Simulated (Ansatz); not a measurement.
The cell is COD entry 1527371, as deposited and not checked against the literature; nothing was relaxed.

An input for AlRu and the output that it gave: DFT, PBE, all-electron LAPW, scalar-relativistic (Ansatz 0.2.0).

```yaml
crystal:
  lattice:
    - [2.9916, 0.0, 0.0]
    - [0.0, 2.9916, 0.0]
    - [0.0, 0.0, 2.9916]
  atoms:
    - { symbol: Al, position: [0.0, 0.0, 0.0] }
    - { symbol: Ru, position: [0.5, 0.5, 0.5] }
kpoints:
  mp_grid: { grid: [12, 12, 12] }
  band_path:
    path:
      - [0.0, 0.0, 0.0]
      - [0.0, 0.5, 0.0]
      - [0.5, 0.5, 0.0]
      - [0.0, 0.0, 0.0]
      - [0.5, 0.5, 0.5]
      - [0.0, 0.5, 0.0]
      - [0.5, 0.5, 0.5]
      - [0.5, 0.5, 0.0]
    npoints: 8
scf:
  occupations: { method: fermi_dirac, width: 0.05 }
hamiltonian:
  xc: pbe
  pseudopotentials: { kind: all_electron, lapw: { basis_error: 0.001 } }
output:
  forces: true
  stress: true
  eigenvalues: true
  populations: true
  dos: { projected: true, de: 0.2, e_range: [-14, 8] }
```

Output:

```
Al: projections on atomic orbitals take those of the free atom 1s2 2s2 2p6 3s2 3p1, of charge +0.00 (hamiltonian.pseudopotentials.projection_atoms)
Ru: projections on atomic orbitals take those of the free atom 1s2 2s2 2p6 3s2 3p6 3d10 4s2 4p6 4d7 5s1, of charge +0.00 (hamiltonian.pseudopotentials.projection_atoms)
LAPW: plane waves up to 7.950 Å⁻¹, error target 1.0e-3 eV per atom; small_component_spin mean_spin; Al in spheres of 1.169 Å, 11 of its electrons in bands, Dirac shells []; Ru in spheres of 1.422 Å, 26 of its electrons in bands, Dirac shells []
Engine: ansatz 0.2.0
Pseudopotentials: kind: all_electron
Pseudopotential: Al, LAPW, valence charge 11, Koelling and Harmon's equation, gaussian nucleus
Pseudopotential: Ru, LAPW, valence charge 26, Koelling and Harmon's equation, gaussian nucleus
Functional definition: PBE
  parameter kappa = 0.804
  parameter beta = 0.06672455060314922
  exchange = pbe_x(kappa = kappa, mu = beta*pi^2/3)
  correlation = pbe_c(beta = beta)
Crystal: 2 atoms, lattice volume = 26.774 Å³
Basis set: ecut = 240.79927750293112 eV, 251 PW (Γ), exchange–correlation at level 2
Bands: 23, of which v1, the nominal top of the filled ones, is band 19 counted from 1 (18 counted from 0)
Symmetry: 48 space group operations
Space group: Pm-3m (ITA 221), of the structure as read, at distance tolerance 3.0e-5 Å
k-points: 84 of 1728
Non-local potential: Al, projectors of the file, none
Non-local potential: Ru, projectors of the file, none
Initial density: superposition of atomic densities (chi_scale 0.1, normalization cell, long waves kept (reshape's long-wave potential 0.00 eV rms))
Initial wavefunctions: plane waves of lowest kinetic energy (no species holds an atomic orbital)
Functional: x = pbe(κ = 0.804, μ = 0.2195149727645171), c = pbe(β = 0.06672455060314922)
iter 1 solved again at ethr=6.94e-4 eV; its pass at ethr=1.00e-1 eV (dr2=2.57e-1 eV) is discarded
SCF iter   1: F=—  HF=-129904.607303 eV  |F-HF|=—  |Δ(HF+E_count)|=         —  Δρ=3.49e-2  dr2=2.58e-1  ethr=6.94e-4  ⟨swp⟩=2.6  Hψ=12823  notcnv=0
preconditioner: auto → none  [metal: Δε(μ)=0.025 eV  Ē_g=8.817 eV  σ=0.050 eV  W_gap=0.13  n_scr=6 (ndim 8)  ℏωp=23.8 eV  f_vac=0.000  D(μ)=1.43/eV (n_scr^D=18)  sad-step TF]
SCF iter   2: F=—  HF=-129904.339252 eV  |F-HF|=—  |Δ(HF+E_count)|=   2.68e-1  Δρ=2.86e-2  dr2=3.52e-1  ethr=6.94e-4  ⟨swp⟩=3.0  Hψ=6189  notcnv=0
iter 3 solved again at ethr=3.57e-5 eV; its pass at ethr=6.94e-4 eV (dr2=1.32e-2 eV) is discarded
SCF iter   3: F=—  HF=-129904.005524 eV  |F-HF|=—  |Δ(HF+E_count)|=   3.34e-1  Δρ=8.75e-3  dr2=1.32e-2  ethr=3.57e-5  ⟨swp⟩=2.0  Hψ=9299  notcnv=0
SCF iter   4: F=—  HF=-129903.994717 eV  |F-HF|=—  |Δ(HF+E_count)|=         —  Δρ=8.76e-4  dr2=2.53e-4  ethr=3.56e-5  ⟨swp⟩=2.0  Hψ=5445  notcnv=0
the basis was enlarged: its passes take 750.3 KiB over the memory plan, 1 of 1 planned eigensolver slots
SCF iter   5: F=—  HF=-129903.994204 eV  |F-HF|=—  |Δ(HF+E_count)|=   5.13e-4  Δρ=1.56e-4  dr2=4.22e-6  ethr=6.83e-7  ⟨swp⟩=2.0  Hψ=5429  notcnv=0
SCF iter   6: F=-129903.994206 eV  HF=-129903.994205 eV  |F-HF|=7.02e-8  |Δ(HF+E_count)|=   1.78e-6  Δρ=1.95e-5  dr2=4.19e-8  ethr=1.14e-8  ⟨swp⟩=2.1  Hψ=5444  notcnv=0
SCF 1 converged in 6 iterations: F = -129903.994206 eV  dr2 = 4.19e-8
NSCF: frozen V_eff on 57 k-points
SCF converged after 6 iterations
Free energy (F): -129903.994206 eV
Harris-Foulkes:  -129903.994205 eV  (|F-HF|=7.02e-8)
Internal energy: -129903.982302 eV  (E = F + TS)
E sigma→0 (E₀):  -129903.988254 eV
Entropy (-TS):   -0.011903 eV (-5.952 meV/atom)
Fermi energy:    18.393160 eV
--- Per-component energies (eV) ---
  E_band       = -3016.117759
  E_kinetic    = 134834.678881
  E_xc         = -4151.434182
  E_electrostatic = -260587.227001  (all electrons and nuclei)
  E_smearing   = -0.011903  (= −TS)
  E_closure    = 0.000000  (closes the sum)
  E_atoms      = -129889.726814  (free atoms, spherical and without spin; not in F)
  Σ components = -129903.994206   (vs F -129903.994206, Δ=0.00e0)
  Basis errors (estimates in eV, not in F): energy 2.8e-4 per atom: plane waves 2.4e-4 (1.2e-4 summed), levels above the bands 1.0e-76, relativity 3.2e-8, radial functions 4.1e-5, core shells 1.6e-7; eigenvalues (radial functions only) 2.4e-6; not estimated: angular momenta, meshes, grids; target (lapw.basis_error) 1.0e-3; muffin-tin radii Al 1.169 Å, Ru 1.422 Å
--- Forces (eV/Å), atoms counted from 1 ---
  atom   1  Al    -0.00000000    -0.00000000     0.00000000
  atom   2  Ru     0.00000000    -0.00000000    -0.00000000
  max |Σ_I F_I| component: 1.25e-30 eV/Å
--- Stress (GPa, compression-positive) ---
        2.428292       0.000000      -0.000000
        0.000000       2.428292       0.000000
       -0.000000       0.000000       2.428292
  P = ⅓ Tr σ = 2.4283 GPa (24.283 kbar)
--- Band table (eV; the first three rows and the last of 84) ---
  k-point 0: bands = ["-250.1494", "-250.1494", "-250.1148", "-250.1148", "-250.1148", "-83.7096", "-53.3961", "-45.1684", "-45.1684", "-45.1684", "-23.3452", "-23.3452", "-23.3452", "8.7366", "14.8383", "14.8383", "18.5803", "18.5803", "18.5803", "24.4775", "24.4775", "24.4775", "29.3793"]
  k-point 1: bands = ["-250.1494", "-250.1494", "-250.1148", "-250.1148", "-250.1148", "-83.7095", "-53.3951", "-45.1688", "-45.1684", "-45.1684", "-23.3594", "-23.3440", "-23.3440", "8.8697", "14.8838", "14.8851", "18.4148", "18.4148", "18.5966", "23.8434", "24.7444", "24.7444", "29.0798"]
  k-point 2: bands = ["-250.1494", "-250.1494", "-250.1148", "-250.1148", "-250.1148", "-83.7094", "-53.3923", "-45.1700", "-45.1682", "-45.1682", "-23.3982", "-23.3408", "-23.3408", "9.2607", "14.9680", "15.0171", "18.0143", "18.0143", "18.6415", "22.6090", "25.4501", "25.4501", "28.3332"]
  k-point 83: bands = ["-250.1494", "-250.1494", "-250.1148", "-250.1148", "-250.1148", "-83.7081", "-53.3500", "-45.1741", "-45.1741", "-45.1741", "-23.5055", "-23.5055", "-23.5055", "13.7709", "13.7709", "13.7709", "20.0322", "20.0322", "20.9754", "22.5433", "22.5433", "22.5433", "26.9330"]
--- Löwdin populations: 2 sites ---
  site symbol       q [e]
     0     Al     12.9325
     1     Ru     43.9740
  spilling = 0.001641 (of n_electrons = 57.000000)
```

Spin polarisation is left out, and whether a magnetic state lies lower isn't shown here.
